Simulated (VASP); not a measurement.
# Tm (Im-3m) in VASP: notebook, part 2 of 2

VASP 6.6.1.

## (4) Single point, PBE, collinear spin, ferromagnetic start

INCAR reads:

```
ADDGRID  = F            
ALGO     = Normal         # electronic algorithm
EDIFF    = 1E-6           # SCF threshold, eV
ENCUT    = 300            # plane-wave cutoff, eV
GGA      = PE             # functional
ISIF     = 2              # what is computed and relaxed
ISMEAR   = -1             # smearing method
ISPIN    = 2              # spin polarisation
LASPH    = T              # aspherical terms in the spheres
LCHARG   = F              # write CHGCAR
LMAXMIX  = 6              # l up to which the mixer works
LORBIT   = 11             # projections on sites
LREAL    = F              # projectors in reciprocal space
LWAVE    = F              # write WAVECAR
MAGMOM   = 2              # initial moments
NELM     = 100            # most SCF steps
PREC     = Accurate       # precision mode
SIGMA    = 0.1            # smearing width, eV
```

KPOINTS reads:

```
k-points
0
Gamma
  8 8 8
```

POSCAR reads:

```
Tm
1.0
   -1.9705499473      1.9705499473      1.9705499473
    1.9705499473     -1.9705499473      1.9705499473
    1.9705499473      1.9705499473     -1.9705499473
Tm
1
Direct
    0.0000000000      0.0000000000      0.0000000000
```

Potentials or basis: VASP PAW PBE potentials, release 64 (Tm).

On the command line:

```bash
> cat potpaw_PBE.64/Tm/POTCAR > POTCAR
> mpirun -np 1 vasp_std > vasp.out
```

OUTCAR:

```text
EDIFF = 1E-6
   ENCUT = 300
   GGA = PE
   ISIF = 2
   ISMEAR = -1
   ISPIN = 2
   LASPH = T
   LORBIT = 11
   LREAL = F
   NELM = 100
   PREC = Accurate

 Found     29 irreducible k-points:

 Following reciprocal coordinates:
            Coordinates               Weight
  0.000000  0.000000  0.000000      1.000000
  0.125000  0.000000  0.000000     12.000000
  0.250000  0.000000  0.000000     12.000000
  0.375000  0.000000  0.000000     12.000000
  0.500000  0.000000  0.000000      6.000000
  0.125000  0.125000  0.000000     24.000000
   k-points           NKPTS =     29   k-points in BZ     NKDIM =     29   number of bands    NBANDS=     16
   number of dos      NEDOS =    301   number of ions     NIONS =      1
   total plane-waves  NPLWV =   8000
   dimension x,y,z NGX =    20 NGY =   20 NGZ =   20
   dimension x,y,z NGXF=    40 NGYF=   40 NGZF=   40
   ions per type =               1
   NGX,Y,Z   is equivalent  to a cutoff of   9.74,  9.74,  9.74 a.u.
   NGXF,Y,Z  is equivalent  to a cutoff of  19.48, 19.48, 19.48 a.u.
 SYSTEM =  unknown system
   PREC   = accura    normal or accurate (medium, high low for compatibility)
   ISTART =      0    job   : 0-new  1-cont  2-samecut
   ICHARG =      2    charge: 1-file 2-atom 10-const
   ISPIN  =      2    spin polarized calculation?
   LNONCOLLINEAR =      F non collinear calculations
   LSORBIT =      F    spin-orbit coupling
   LASPH  =      T    aspherical Exc in radial PAW
   ENCUT  =  300.0 eV  22.05 Ry    4.70 a.u.   4.82  4.82  4.82*2*pi/ulx,y,z
   NELM   =    100;   NELMIN=  2; NELMDL= -5     # of ELM steps
   EDIFF  = 0.1E-05   stopping-criterion for ELM
   LREAL  =      F    real-space projection
   EDIFFG = 0.1E-04   stopping-criterion for IOM
   NSW    =      0    number of steps for IOM
   IBRION =     -1    ionic relax: 0-MD 1-quasi-New 2-CG
   NFREE  =      0    steps in history (QN), initial steepest desc. (CG)
   ISIF   =      2    stress and relaxation
   ISYM   =      2    0-nonsym 1-usesym 2-fastsym
   POTIM  = 0.5000    time-step for ionic-motion
   TEBEG  =    0.0;   TEEND  =   0.0 temperature during run
   PSTRESS=    0.0 pullay stress
   NELECT =      23.0000    total number of electrons
   NUPDOWN=      -1.0000    fix difference up-down
   EMIN   =  10.00;   EMAX   =-10.00  energy-range for DOS
   EFERMI =   0.00;   METHOD = LEGACY
   ISMEAR =    -1;   SIGMA  =   0.10  broadening in eV -4-tet -1-fermi 0-gaus
   EFERMI_NEDOS =   21; number of points for ismear=-14 and -15
   IALGO  =     38    algorithm
   IMIX   =      4    mixing-type and parameters
[... 26 lines left out ...]

  energy without entropy =       -3.87301142  energy(sigma->0) =       -3.98122516

 E-fermi :   2.2949     XC(G=0): -10.2052

 val. band max:        2.2945307806   @ k =   0.2500   0.2500   0.1250
 cond. band min:       2.2988160284   @ k =   0.3750   0.1250   0.1250
 fundamental gap:      0.0042852478
 Fermi energy:         2.2948610211

 spin component 1

 k-point     1 :       0.0000    0.0000    0.0000
  band No.  band energies     occupation
      1     -48.2491      1.00000
      2     -21.1837      1.00000
      3     -21.1837      1.00000
      4     -21.1837      1.00000
      5      -3.0330      1.00000
      6       0.6993      1.00000
[... 91 lines left out ...]
      3     -21.2475      1.00000
      4     -21.2060      1.00000
      5      -1.7526      1.00000
      6       0.7104      1.00000
[... 8 lines left out ...]
     15       6.5492      0.00000
     16       6.6097      0.00000

 [... further k-points ...]

 spin component 2

 k-point     1 :       0.0000    0.0000    0.0000
  band No.  band energies     occupation
      1     -47.7030      1.00000
      2     -20.8053      1.00000
      3     -20.8053      1.00000
      4     -20.8053      1.00000
      5      -3.1353      1.00000
      6       1.8270      0.99079
[... 91 lines left out ...]
      3     -20.8721      1.00000
      4     -20.8289      1.00000
      5      -1.8433      1.00000
      6       1.7556      0.99547
[... 8 lines left out ...]
     15       6.6307      0.00000
     16       6.6434      0.00000

 [... further k-points ...]

------------------------ aborting loop because EDIFF is reached ----------------------------------------

  FORCE on cell =-STRESS in cart. coord.  units (eV):
  Direction    XX          YY          ZZ          XY          YZ          ZX
  --------------------------------------------------------------------------------------
  -------------------------------------------------------------------------------------
  Total        0.0380291      0.0380291      0.0380291      0.0000000     -0.0000000      0.0000000
  in kB        1.9906906      1.9906906      1.9906906      0.0000000     -0.0000000      0.0000000
  external PRESSURE =       1.9906906 kB  Pullay stress =       0.0000000 kB

 VOLUME and BASIS-vectors are now :
 -----------------------------------------------------------------------------
  energy-cutoff  :      300.00
  volume of cell :       30.61
      direct lattice vectors                 reciprocal lattice vectors
    -1.970549947  1.970549947  1.970549947     0.000000000  0.253736273  0.253736273
     1.970549947 -1.970549947  1.970549947     0.253736273  0.000000000  0.253736273
     1.970549947  1.970549947 -1.970549947     0.253736273  0.253736273  0.000000000

 POSITION                                       TOTAL-FORCE (eV/Angst)
 -----------------------------------------------------------------------------------
      0.00000      0.00000      0.00000         0.000000     -0.000000     -0.000000
 -----------------------------------------------------------------------------------
    total drift:                                0.000000     -0.000000      0.000000

  FREE ENERGIE OF THE ION-ELECTRON SYSTEM (eV)
  ---------------------------------------------------
  free  energy   TOTEN  =        -4.0894388961 eV

  energy  without entropy=       -3.8730114154  energy(sigma->0) =       -3.98122516

 total charge

# of ion       s       p       d       f       tot
--------------------------------------------------
    1        2.216   5.931   0.390  12.495  21.032

 magnetization (x)

# of ion       s       p       d       f       tot
--------------------------------------------------
    1        0.004  -0.030  -0.028   1.299   1.244
```

Run time: 26 s. Hardware: 1 thread of Intel Xeon Platinum 8259CL at 2.50GHz (Skylake/Cascade Lake), shared host; peak memory 0.14 GiB.

The run converged, but a check on its numbers failed (symmetry, net force, bounds or a known fault of this set-up), so they aren't taken as properties of the crystal.

Caveat: the cutoff lies under the usual one of these potentials, so the numbers hold a large basis-set error; the magnetic or orbital state may not be the lowest; spin-orbit coupling is left out, which moves the levels of the heavy elements.

## (5) The reference run

An earlier run on the cell as given: functional PBE; potentials or basis VASP PAW PBE potentials, release 64 (Tm); cutoff 520 eV; k mesh 10 × 10 × 10; occupations fermi-dirac, width 0.05 eV; collinear spin, ferromagnetic start; starting moments [2.0] μB.

* Pressure: 2.8 GPa
* Band gap on the k mesh: none (metal or under the smearing width)
* Net moment: 1.14 μB per cell
* Site moments: Tm +1.22 μB
* Valence electrons inside the program's atomic spheres: Tm 21.06
